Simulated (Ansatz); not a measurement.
**simple cubic against fcc along group 5**

Method: DFT, BLYP, plane waves (420 eV) with PAW, scalar-relativistic (Ansatz 0.2.0). (PAW data from PBE, frozen cores regenerated.)

Each structure is relaxed within its symmetry, in the lowest magnetic state of the tried starts. Differences under about 8 meV lie within the error of the k-point mesh.

| element | E(simple cubic) − E(fcc) (meV/atom) | V(simple cubic) (Å³/atom) | V(fcc) (Å³/atom) | state of simple cubic | state of fcc |
| --- | --- | --- | --- | --- | --- |
| V | 458 | 15.19 | 14.32 | spin not included | spin not included |
| Nb | 502 | 21.07 | 19.50 | spin not included | spin not included |
| Ta | 669 | 21.44 | 19.39 | spin not included | spin not included |
